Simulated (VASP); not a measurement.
Runs of VASP 6.6.1 on AgCl. Symmetry: Pm-3m, No. 221, cubic system. The conventional cell has a = 3.434 Å, b = 3.434 Å, c = 3.434 Å, α = 90.00°, β = 90.00°, γ = 90.00°. Ag (site symmetry m-3m) has 8 Cl at 2.97 Å as nearest neighbours. Around Cl (site symmetry m-3m) lie 8 Ag at 2.97 Å. Measurements of this composition are mostly on another form, of space group No. 225.

```csv
cell,gap on the mesh (eV),pressure (GPa)
"Pm-3m, 20.25 Å³/atom",(b),-4.6
"Pm-3m, 19.44 Å³/atom",0.53,(a)
"Pm-3m, 20.65 Å³/atom",0.50,-5.3
"Pm-3m, 19.84 Å³/atom",0.52,-3.8
```

Alike in all rows: task single point; level PBEsol; potentials or basis VASP PAW PBE potentials, release 64 (Ag, Cl); no spin polarisation; k mesh 5 × 5 × 5; cutoff (eV) 520; smearing gaussian 0.01 eV.

Estimate the missing entries.

(a) -2.9; (b) 0.51.

Caveats: the PAW data sets were made with another functional, which shifts forces and pressure a little; an odd mesh through Γ misses points on the zone boundary, where band edges often lie.

A k mesh can miss the band edges, and the runs leave out spin-orbit coupling on Ag.
